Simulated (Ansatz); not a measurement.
The cell is built from the rocksalt type as a first guess.

An input for ZnS and the output that it gave: DFT, PBE, PAW with Ansatz's default frozen-core files, scalar-relativistic (Ansatz 0.2.0).

```yaml
crystal:
  lattice:
    - [0.0, 2.3257586486, 2.3257586486]
    - [2.3257586486, 0.0, 2.3257586486]
    - [2.3257586486, 2.3257586486, 0.0]
  atoms:
    - { symbol: Zn, position: [0.0, 0.0, 0.0] }
    - { symbol: S, position: [0.5, 0.5, 0.5] }
kpoints:
  mp_grid: { grid: [15, 15, 15] }
scf:
  occupations: { method: fermi_dirac, width: 0.05 }
hamiltonian:
  xc: pbe
  pseudopotentials: { kind: paw }
output:
  forces: true
  stress: true
relax:
  f_tol: 0.005
  max_steps: 80
  cell: {}
```

The log:

```
Engine: ansatz 0.2.0
Pseudopotentials: kind: paw
Pseudopotential: Zn, paw, valence charge 12, recommended cutoff 420 eV (normal)
Pseudopotential: S, paw, valence charge 6, recommended cutoff 420 eV (normal)
Functional definition: PBE
  parameter kappa = 0.804
  parameter beta = 0.06672455060314922
  exchange = pbe_x(kappa = kappa, mu = beta*pi^2/3)
  correlation = pbe_c(beta = beta)
Crystal: 2 atoms, lattice volume = 25.161 Å³
Basis set: ecut = 420 eV, 531 PW (Γ), exchange–correlation on 48×48×48 points (8 copies of the dense FFT grid, shifted against one another)
Bands: 13, of which v1, the nominal top of the filled ones, is band 9 counted from 1 (8 counted from 0)
Symmetry: 48 space group operations
Space group: Fm-3m (ITA 225), of the structure as read, at distance tolerance 2.9e-5 Å
k-points: 120 of 3375
Non-local potential: Zn, projectors of the file, l = 0: 2, l = 1: 2, l = 2: 3, l = 3: 1
Non-local potential: S, projectors of the file, l = 0: 2, l = 1: 2, l = 2: 2
PAW form: soft (Blöchl's): semilocal exchange-correlation on the pseudo side does not see the compensation charge
PAW one-centre angular grid: Zn, 590 points (default); XC on 64 Gauss nodes
PAW one-centre angular grid: S, 110 points (default); XC on 64 Gauss nodes
Initial density: superposition of atomic densities (neutral atoms: chi_scale 0, normalization atom), corrected by the library's trained network
Initial wavefunctions: pseudopotential atomic-orbital guess
Functional: x = pbe(κ = 0.804, μ = 0.2195149727645171), c = pbe(β = 0.06672455060314922)
SCF iter   1: F=—  HF=-4221.221707 eV  |F-HF|=—  |Δ(HF+E_count)|=         —  Δρ=2.36e-3  dr2=1.56e-3  ethr=1.77e-3  ⟨swp⟩=5.2  Hψ=9179  notcnv=0
preconditioner: auto → none  [metal: Δε(μ)=0.078 eV  Ē_g=13.849 eV  σ=0.050 eV  W_gap=0.37  n_scr=8 (ndim 8)  ℏωp=31.4 eV  f_vac=0.000  D(μ)=0.28/eV (n_scr^D=0)  sad-step TF]
SCF iter   2: F=—  HF=-4221.220602 eV  |F-HF|=—  |Δ(HF+E_count)|=   1.10e-3  Δρ=7.50e-4  dr2=1.50e-4  ethr=8.67e-6  ⟨swp⟩=2.4  Hψ=3526  notcnv=0
SCF iter   3: F=—  HF=-4221.220687 eV  |F-HF|=—  |Δ(HF+E_count)|=   8.50e-5  Δρ=4.79e-4  dr2=3.64e-5  ethr=8.32e-7  ⟨swp⟩=2.0  Hψ=2615  notcnv=0
SCF iter   4: F=—  HF=-4221.220715 eV  |F-HF|=—  |Δ(HF+E_count)|=   2.74e-5  Δρ=1.16e-4  dr2=1.41e-6  ethr=2.02e-7  ⟨swp⟩=2.0  Hψ=2464  notcnv=0
SCF iter   5: F=—  HF=-4221.220715 eV  |F-HF|=—  |Δ(HF+E_count)|=   3.56e-7  Δρ=3.13e-5  dr2=8.04e-8  ethr=7.81e-9  ⟨swp⟩=2.0  Hψ=2627  notcnv=0
SCF iter   6: F=-4221.220715 eV  HF=-4221.220715 eV  |F-HF|=1.71e-9  |Δ(HF+E_count)|=   1.92e-7  Δρ=6.93e-6  dr2=1.40e-8  ethr=4.47e-10  ⟨swp⟩=4.1  Hψ=5315  notcnv=0
SCF 1 converged in 6 iterations: F = -4221.220715 eV  dr2 = 1.40e-8
  greatest PAW one-centre occupation: 0.984 electrons in one spin orbital (limit 2), on the Zn atom at site 0 (counted from 0), in its partial waves of l = 2
relax step   1: F+E_penalty+E_count = -4221.22071524 eV  Δ(F+E_penalty+E_count) = +0.000e0 eV  max|allowed force component| = 1.068e-30 eV/Å  Δτ_max = 0.0000 Å  P = +44.709 GPa  Ω = 25.161 Å³  (6 SCF iters, dr2 threshold 1.00e-7 eV, accepted)
Crystal: 2 atoms, lattice volume = 29.104 Å³
Basis set: ecut = 420 eV, 537 PW (Γ), exchange–correlation on 48×48×48 points (8 copies of the dense FFT grid, shifted against one another)
Initial density: handed on by an earlier stage of this run
Initial wavefunctions: those handed on with the density
iter 1 solved again at ethr=1.11e-4 eV; its pass at ethr=3.10e-3 eV (dr2=2.00e-2 eV) is discarded
SCF iter   1: F=—  HF=-4221.919697 eV  |F-HF|=—  |Δ(HF+E_count)|=         —  Δρ=8.28e-3  dr2=2.01e-2  ethr=1.11e-4  ⟨swp⟩=1.3  Hψ=13376  notcnv=0
preconditioner: auto → none  [metal: Δε(μ)=0.100 eV  Ē_g=13.033 eV  σ=0.050 eV  W_gap=0.46  n_scr=8 (ndim 8)  ℏωp=29.2 eV  f_vac=0.000  D(μ)=0.29/eV (n_scr^D=0)]
SCF iter   2: F=—  HF=-4221.916241 eV  |F-HF|=—  |Δ(HF+E_count)|=   3.46e-3  Δρ=2.40e-3  dr2=1.66e-3  ethr=1.11e-4  ⟨swp⟩=2.5  Hψ=3085  notcnv=0
SCF iter   3: F=—  HF=-4221.916085 eV  |F-HF|=—  |Δ(HF+E_count)|=   1.56e-4  Δρ=2.47e-3  dr2=8.60e-4  ethr=9.24e-6  ⟨swp⟩=2.0  Hψ=3556  notcnv=0
SCF iter   4: F=—  HF=-4221.916063 eV  |F-HF|=—  |Δ(HF+E_count)|=   2.23e-5  Δρ=3.99e-4  dr2=3.98e-5  ethr=4.78e-6  ⟨swp⟩=2.1  Hψ=2500  notcnv=0
SCF iter   5: F=—  HF=-4221.916067 eV  |F-HF|=—  |Δ(HF+E_count)|=   3.87e-6  Δρ=4.91e-5  dr2=2.87e-7  ethr=2.21e-7  ⟨swp⟩=2.0  Hψ=2587  notcnv=0
SCF iter   6: F=-4221.916067 eV  HF=-4221.916067 eV  |F-HF|=1.06e-8  |Δ(HF+E_count)|=   4.09e-7  Δρ=9.78e-6  dr2=3.33e-8  ethr=1.11e-9  ⟨swp⟩=5.0  Hψ=6079  notcnv=0
SCF 2 converged in 6 iterations: F = -4221.916067 eV  dr2 = 3.33e-8
  greatest PAW one-centre occupation: 0.985 electrons in one spin orbital (limit 2), on the Zn atom at site 0 (counted from 0), in its partial waves of l = 2
relax step   2: F+E_penalty+E_count = -4221.91606695 eV  Δ(F+E_penalty+E_count) = -6.954e-1 eV  max|allowed force component| = 8.053e-31 eV/Å  Δτ_max = 0.0000 Å  P = +15.406 GPa  Ω = 29.104 Å³  energy of the carried Pulay correction = -3.258e-3 eV  (6 SCF iters, dr2 threshold 2.00e-7 eV, accepted)
Crystal: 2 atoms, lattice volume = 31.710 Å³
Basis set: ecut = 420 eV, 609 PW (Γ), exchange–correlation on 48×48×48 points (8 copies of the dense FFT grid, shifted against one another)
iter 1 solved again at ethr=2.13e-5 eV; its pass at ethr=3.10e-3 eV (dr2=3.83e-3 eV) is discarded
SCF iter   1: F=—  HF=-4222.069367 eV  |F-HF|=—  |Δ(HF+E_count)|=         —  Δρ=3.29e-3  dr2=3.76e-3  ethr=2.13e-5  ⟨swp⟩=1.9  Hψ=13445  notcnv=0
preconditioner: auto → none  [insulator: Δε(μ)=0.183 eV  Ē_g=12.501 eV  σ=0.050 eV  W_gap=0.69  n_scr=8 (ndim 8)  ℏωp=28.0 eV  f_vac=0.000  D(μ)=0.24/eV (n_scr^D=0)  ε∞_Penn≈6.0]
SCF iter   2: F=—  HF=-4222.068821 eV  |F-HF|=—  |Δ(HF+E_count)|=   5.45e-4  Δρ=1.31e-3  dr2=3.39e-4  ethr=2.09e-5  ⟨swp⟩=2.0  Hψ=2371  notcnv=0
SCF iter   3: F=—  HF=-4222.068928 eV  |F-HF|=—  |Δ(HF+E_count)|=   1.07e-4  Δρ=9.12e-4  dr2=1.28e-4  ethr=1.88e-6  ⟨swp⟩=2.7  Hψ=2783  notcnv=0
SCF iter   4: F=—  HF=-4222.068940 eV  |F-HF|=—  |Δ(HF+E_count)|=   1.13e-5  Δρ=4.06e-4  dr2=3.22e-5  ethr=7.12e-7  ⟨swp⟩=2.0  Hψ=2556  notcnv=0
SCF iter   5: F=-4222.068919 eV  HF=-4222.068919 eV  |F-HF|=3.45e-8  |Δ(HF+E_count)|=   2.09e-5  Δρ=2.67e-5  dr2=1.35e-7  ethr=1.11e-9  ⟨swp⟩=4.4  Hψ=8047  notcnv=0
SCF 3 converged in 5 iterations: F = -4222.068919 eV  dr2 = 1.35e-7
  greatest PAW one-centre occupation: 0.986 electrons in one spin orbital (limit 2), on the Zn atom at site 0 (counted from 0), in its partial waves of l = 2
relax step   3: F+E_penalty+E_count = -4222.06891857 eV  Δ(F+E_penalty+E_count) = -1.529e-1 eV  max|allowed force component| = 1.315e-30 eV/Å  Δτ_max = 0.0000 Å  P = +4.388 GPa  Ω = 31.710 Å³  energy of the carried Pulay correction = -5.165e-3 eV  (5 SCF iters, dr2 threshold 2.00e-7 eV, accepted)
Crystal: 2 atoms, lattice volume = 32.882 Å³
Basis set: ecut = 420 eV, 645 PW (Γ), exchange–correlation on 48×48×48 points (8 copies of the dense FFT grid, shifted against one another)
iter 1 solved again at ethr=3.52e-6 eV; its pass at ethr=3.10e-3 eV (dr2=6.34e-4 eV) is discarded
SCF iter   1: F=—  HF=-4222.086462 eV  |F-HF|=—  |Δ(HF+E_count)|=         —  Δρ=1.15e-3  dr2=5.00e-4  ethr=3.52e-6  ⟨swp⟩=2.9  Hψ=12927  notcnv=0
preconditioner: auto → none  [insulator: Δε(μ)=0.206 eV  Ē_g=12.305 eV  σ=0.050 eV  W_gap=0.72  n_scr=8 (ndim 8)  ℏωp=27.5 eV  f_vac=0.000  D(μ)=0.22/eV (n_scr^D=0)  ε∞_Penn≈6.0]
SCF iter   2: F=—  HF=-4222.086393 eV  |F-HF|=—  |Δ(HF+E_count)|=   6.90e-5  Δρ=6.50e-4  dr2=6.00e-5  ethr=2.78e-6  ⟨swp⟩=2.4  Hψ=2639  notcnv=0
SCF iter   3: F=—  HF=-4222.086384 eV  |F-HF|=—  |Δ(HF+E_count)|=   9.24e-6  Δρ=2.10e-4  dr2=8.36e-6  ethr=3.33e-7  ⟨swp⟩=2.0  Hψ=2383  notcnv=0
SCF iter   4: F=—  HF=-4222.086390 eV  |F-HF|=—  |Δ(HF+E_count)|=   6.16e-6  Δρ=8.39e-5  dr2=1.71e-6  ethr=4.64e-8  ⟨swp⟩=2.0  Hψ=2608  notcnv=0
SCF iter   5: F=-4222.086389 eV  HF=-4222.086389 eV  |F-HF|=1.95e-8  |Δ(HF+E_count)|=   7.05e-7  Δρ=1.22e-5  dr2=1.82e-8  ethr=1.11e-9  ⟨swp⟩=3.7  Hψ=6901  notcnv=0
SCF 4 converged in 5 iterations: F = -4222.086389 eV  dr2 = 1.82e-8
relax step   4: F+E_penalty+E_count = -4222.08638924 eV  Δ(F+E_penalty+E_count) = -1.747e-2 eV  max|allowed force component| = 6.492e-31 eV/Å  Δτ_max = 0.0000 Å  P = +0.715 GPa  Ω = 32.882 Å³  energy of the carried Pulay correction = -5.967e-3 eV  (5 SCF iters, dr2 threshold 2.00e-7 eV, accepted)
Crystal: 2 atoms, lattice volume = 33.135 Å³
iter 1 solved again at ethr=1.86e-7 eV; its pass at ethr=3.10e-3 eV (dr2=3.34e-5 eV) is discarded
SCF iter   1: F=—  HF=-4222.086816 eV  |F-HF|=—  |Δ(HF+E_count)|=         —  Δρ=2.27e-4  dr2=2.01e-5  ethr=1.86e-7  ⟨swp⟩=3.7  Hψ=12302  notcnv=0
preconditioner: auto → none  [insulator: Δε(μ)=0.206 eV  Ē_g=12.270 eV  σ=0.050 eV  W_gap=0.70  n_scr=8 (ndim 8)  ℏωp=27.4 eV  f_vac=0.000  D(μ)=0.21/eV (n_scr^D=0)  ε∞_Penn≈6.0]
SCF iter   2: F=—  HF=-4222.086781 eV  |F-HF|=—  |Δ(HF+E_count)|=   3.54e-5  Δρ=1.53e-4  dr2=3.06e-6  ethr=1.12e-7  ⟨swp⟩=2.0  Hψ=2602  notcnv=0
SCF iter   3: F=—  HF=-4222.086782 eV  |F-HF|=—  |Δ(HF+E_count)|=   9.42e-7  Δρ=4.48e-5  dr2=4.20e-7  ethr=1.70e-8  ⟨swp⟩=2.0  Hψ=2170  notcnv=0
SCF iter   4: F=—  HF=-4222.086782 eV  |F-HF|=—  |Δ(HF+E_count)|=   4.23e-7  Δρ=3.90e-5  dr2=3.89e-7  ethr=1.11e-9  ⟨swp⟩=5.0  Hψ=6187  notcnv=0
SCF iter   5: F=-4222.086782 eV  HF=-4222.086782 eV  |F-HF|=8.02e-10  |Δ(HF+E_count)|=   1.44e-7  Δρ=2.72e-6  dr2=9.79e-10  ethr=1.11e-9  ⟨swp⟩=3.1  Hψ=6729  notcnv=0
SCF 5 converged in 5 iterations: F = -4222.086782 eV  dr2 = 9.79e-10
relax step   5: F+E_penalty+E_count = -4222.08678202 eV  Δ(F+E_penalty+E_count) = -3.928e-4 eV  max|allowed force component| = 2.588e-30 eV/Å  Δτ_max = 0.0000 Å  P = -0.000 GPa  Ω = 33.135 Å³  energy of the carried Pulay correction = -6.137e-3 eV  (5 SCF iters, dr2 threshold 2.00e-7 eV, accepted)
Basis set: ecut = 420 eV, 645 PW (Γ), exchange–correlation on 50×50×50 points (8 copies of the dense FFT grid, shifted against one another)
Initial wavefunctions: pseudopotential atomic-orbital guess (no wavefunctions were taken with the density)
iter 1 solved again at ethr=9.95e-7 eV; its pass at ethr=3.10e-3 eV (dr2=1.79e-4 eV) is discarded
SCF iter   1: F=—  HF=-4222.083287 eV  |F-HF|=—  |Δ(HF+E_count)|=         —  Δρ=2.60e-3  dr2=6.49e-5  ethr=9.95e-7  ⟨swp⟩=2.5  Hψ=12591  notcnv=0
preconditioner: auto → none  [insulator: Δε(μ)=0.206 eV  Ē_g=12.272 eV  σ=0.050 eV  W_gap=0.70  n_scr=8 (ndim 8)  ℏωp=27.4 eV  f_vac=0.000  D(μ)=0.21/eV (n_scr^D=0)  ε∞_Penn≈6.0]
SCF iter   2: F=—  HF=-4222.092171 eV  |F-HF|=—  |Δ(HF+E_count)|=   8.88e-3  Δρ=1.30e-3  dr2=1.69e-5  ethr=3.60e-7  ⟨swp⟩=2.0  Hψ=2540  notcnv=0
SCF iter   3: F=—  HF=-4222.094573 eV  |F-HF|=—  |Δ(HF+E_count)|=   2.40e-3  Δρ=5.31e-4  dr2=3.76e-6  ethr=9.41e-8  ⟨swp⟩=2.1  Hψ=2398  notcnv=0
SCF iter   4: F=—  HF=-4222.095039 eV  |F-HF|=—  |Δ(HF+E_count)|=   4.66e-4  Δρ=4.96e-5  dr2=8.59e-7  ethr=2.09e-8  ⟨swp⟩=2.1  Hψ=2558  notcnv=0
SCF iter   5: F=—  HF=-4222.095039 eV  |F-HF|=—  |Δ(HF+E_count)|=   1.36e-7  Δρ=8.65e-6  dr2=7.64e-9  ethr=4.77e-9  ⟨swp⟩=2.4  Hψ=2443  notcnv=0
SCF iter   6: F=—  HF=-4222.095039 eV  |F-HF|=—  |Δ(HF+E_count)|=   7.27e-8  Δρ=2.22e-6  dr2=1.17e-9  ethr=4.24e-11  ⟨swp⟩=2.0  Hψ=2642  notcnv=0
SCF iter   7: F=-4222.095039 eV  HF=-4222.095039 eV  |F-HF|=1.27e-11  |Δ(HF+E_count)|=  9.71e-10  Δρ=2.13e-7  dr2=1.62e-11  ethr=1.00e-12  ⟨swp⟩=4.0  Hψ=7872  notcnv=0
SCF 6 converged in 7 iterations: F = -4222.095039 eV  dr2 = 1.62e-11
relax step   6: F+E_penalty+E_count = -4222.09503869 eV  Δ(F+E_penalty+E_count) = -8.257e-3 eV  max|allowed force component| = 2.498e-30 eV/Å  Δτ_max = 0.0000 Å  P = +0.266 GPa  Ω = 33.135 Å³  stress off target by 2.66e-1 GPa  SCF on the basis re-selected at this cell (its energy is not comparable with the rows above)  (7 SCF iters)
basis re-selected at this cell: Δ(F+E_penalty+E_count) = -8.257e-3 eV, ΔP = +0.266 GPa vs the last step (what re-selecting the basis moved, of the pressure what is left beyond the Pulay correction that the steps carried, after the strain that the cell walked since its last selection, with what the two solves' SCF thresholds leave and, on support functions, any second-order correction that the steps lacked; it is no measure of the basis error at this ecutwfc). The dense FFT grid was sized anew with the basis: this SCF ran on 25×25×25 points, the steps before it on 24×24×24, so part of this shift can come from that change (see relax.cell in the input reference). This SCF's stress stands 2.66e-1 GPa from its target on what of the cell is left free (relax.cell.stress_tol is 5.00e-2 GPa) and its largest allowed force component is 2.50e-30 eV/Å (relax.f_tol is 5.00e-3 eV/Å): not within both, so this SCF does not close the relaxation
Crystal: 2 atoms, lattice volume = 33.230 Å³
iter 1 solved again at ethr=2.05e-8 eV; its pass at ethr=3.10e-3 eV (dr2=3.68e-6 eV) is discarded
SCF iter   1: F=—  HF=-4222.095055 eV  |F-HF|=—  |Δ(HF+E_count)|=         —  Δρ=8.67e-5  dr2=2.90e-6  ethr=2.05e-8  ⟨swp⟩=2.0  Hψ=10694  notcnv=0
preconditioner: auto → none  [insulator: Δε(μ)=0.206 eV  Ē_g=12.251 eV  σ=0.050 eV  W_gap=0.70  n_scr=14 (ndim 8)  ℏωp=27.3 eV  f_vac=0.000  D(μ)=0.21/eV (n_scr^D=0)  ε∞_Penn≈6.0]
SCF iter   2: F=—  HF=-4222.095071 eV  |F-HF|=—  |Δ(HF+E_count)|=   1.59e-5  Δρ=4.02e-5  dr2=2.84e-7  ethr=1.61e-8  ⟨swp⟩=2.1  Hψ=2430  notcnv=0
SCF iter   3: F=-4222.095071 eV  HF=-4222.095071 eV  |F-HF|=2.20e-8  |Δ(HF+E_count)|=   8.47e-8  Δρ=1.64e-5  dr2=5.02e-8  ethr=9.84e-10  ⟨swp⟩=4.0  Hψ=5193  notcnv=0
SCF 7 converged in 3 iterations: F = -4222.095071 eV  dr2 = 5.02e-8
relax step   7: F+E_penalty+E_count = -4222.09507103 eV  Δ(F+E_penalty+E_count) = -3.234e-5 eV  max|allowed force component| = 3.353e-30 eV/Å  Δτ_max = 0.0000 Å  P = +0.018 GPa  Ω = 33.230 Å³  energy of the carried Pulay correction = -5.180e-5 eV  (3 SCF iters, dr2 threshold 1.77e-7 eV, accepted)
iter 1 solved again at ethr=4.72e-7 eV; its pass at ethr=3.10e-3 eV (dr2=8.50e-5 eV) is discarded
SCF iter   1: F=—  HF=-4222.095101 eV  |F-HF|=—  |Δ(HF+E_count)|=         —  Δρ=1.80e-5  dr2=5.88e-8  ethr=4.72e-7  ⟨swp⟩=2.9  Hψ=12866  notcnv=0
eigensolver tolerance schedule: the retry pair's looser diagonalisation over-reported the residual by 1444.34 of it (diagonalisation noise at 0.28 of the residual, at the tolerance the schedule requests for it); recorded, not acted on — ethr = c·dr2/N_el stays at c = 1.0e-1
preconditioner: auto → none  [insulator: Δε(μ)=0.206 eV  Ē_g=12.252 eV  σ=0.050 eV  W_gap=0.70  n_scr=14 (ndim 8)  ℏωp=27.3 eV  f_vac=0.000  D(μ)=0.21/eV (n_scr^D=0)  ε∞_Penn≈6.0]
SCF iter   2: F=—  HF=-4222.095117 eV  |F-HF|=—  |Δ(HF+E_count)|=   1.57e-5  Δρ=1.30e-5  dr2=2.23e-8  ethr=3.27e-10  ⟨swp⟩=2.1  Hψ=2643  notcnv=0
SCF iter   3: F=—  HF=-4222.095117 eV  |F-HF|=—  |Δ(HF+E_count)|=   1.72e-8  Δρ=6.97e-6  dr2=9.23e-9  ethr=1.24e-10  ⟨swp⟩=2.0  Hψ=2390  notcnv=0
SCF iter   4: F=—  HF=-4222.095117 eV  |F-HF|=—  |Δ(HF+E_count)|=   5.10e-9  Δρ=1.17e-6  dr2=4.78e-10  ethr=5.13e-11  ⟨swp⟩=2.0  Hψ=2476  notcnv=0
SCF iter   5: F=—  HF=-4222.095117 eV  |F-HF|=—  |Δ(HF+E_count)|=  2.93e-10  Δρ=1.78e-7  dr2=5.28e-12  ethr=1.00e-12  ⟨swp⟩=4.1  Hψ=7808  notcnv=0
SCF iter   6: F=-4222.095117 eV  HF=-4222.095117 eV  |F-HF|=1.82e-12  |Δ(HF+E_count)|=  9.09e-13  Δρ=1.12e-7  dr2=2.75e-12  ethr=1.00e-12  ⟨swp⟩=5.0  Hψ=6016  notcnv=0
SCF 8 converged in 6 iterations: F = -4222.095117 eV  dr2 = 2.75e-12
relax step   8: F+E_penalty+E_count = -4222.09511674 eV  Δ(F+E_penalty+E_count) = -4.571e-5 eV  max|allowed force component| = 1.142e-30 eV/Å  Δτ_max = 0.0000 Å  P = +0.018 GPa  Ω = 33.230 Å³  stress off target by 1.77e-2 GPa  SCF on the basis re-selected at this cell (its energy is not comparable with the rows above)  (6 SCF iters)
basis re-selected at this cell: Δ(F+E_penalty+E_count) = -4.571e-5 eV, ΔP = -0.000 GPa vs the last step (what re-selecting the basis moved, of the pressure what is left beyond the Pulay correction that the steps carried, after the strain that the cell walked since its last selection, with what the two solves' SCF thresholds leave and, on support functions, any second-order correction that the steps lacked; it is no measure of the basis error at this ecutwfc). This SCF's stress stands 1.77e-2 GPa from its target on what of the cell is left free (relax.cell.stress_tol is 5.00e-2 GPa) and its largest allowed force component is 1.14e-30 eV/Å (relax.f_tol is 5.00e-3 eV/Å): within both
SCF converged after 6 iterations
Free energy (F): -4222.095117 eV
Harris-Foulkes:  -4222.095117 eV  (|F-HF|=1.82e-12)
Internal energy: -4222.093069 eV  (E = F + TS)
E sigma→0 (E₀):  -4222.094093 eV
Entropy (-TS):   -0.002048 eV (-1.024 meV/atom)
Fermi energy:    8.240205 eV
--- Per-component energies (eV) ---
  E_band       = 43.723496
  E_kinetic    = 237.865439
  E_local      = -1815.915764  (includes V_loc(G=0)·N_el)
  E_nonlocal   = 645.460582
  E_hartree    = 761.053441
  E_xc         = -233.656808
  E_vxc        = -138.683621  (∫ρ·V_xc dr)
  E_paw        = -2431.242399  (= ΣΔE_a)
  E_vpaw       = -407.109730  (= ΣTr[D̂ρ^β])
  E_aug_tail   = -0.000338  (compensation charges beyond the density's cutoff)
  E_ewald      = -1385.657223
  E_smearing   = -0.002048  (= −TS)
  E_closure    = 0.000000  (closes the sum)
  Σ components = -4222.095117   (vs F -4222.095117, Δ=0.00e0)
--- Forces (eV/Å), atoms counted from 1 ---
  atom   1  Zn    -0.00000000     0.00000000    -0.00000000
  atom   2  S      0.00000000    -0.00000000    -0.00000000
  max |Σ_I F_I| component: 1.92e-30 eV/Å
--- Stress (GPa, compression-positive) ---
        0.017737      -0.000000      -0.000000
       -0.000000       0.017737      -0.000000
       -0.000000      -0.000000       0.017737
  P = ⅓ Tr σ = 0.0177 GPa (0.177 kbar)
--- Relaxed structure (6 steps of the walk, 6 accepted, 2 SCFs on fresh bases) ---
  F+E_penalty+E_count = -4222.09511674 eV   max|allowed force component| = 1.142e-30 eV/Å   (the final SCF, on the basis selected at the relaxed cell)
  cell:  # Å, volume = 33.2302 Å³
    - [-8.916899916651921e-35, 2.551728552537004, 2.551728552537004]
    - [2.551728552537004, -1.8359262470118456e-33, 2.551728552537004]
    - [2.551728552537004, 2.551728552537004, -2.1814561515834243e-34]
  atoms:
    - { symbol: Zn, position: [4.0541747636080634e-35, -2.6740301632310994e-35, -4.054174763608088e-35] }
    - { symbol: S, position: [0.5, 0.5, 0.5] }
```
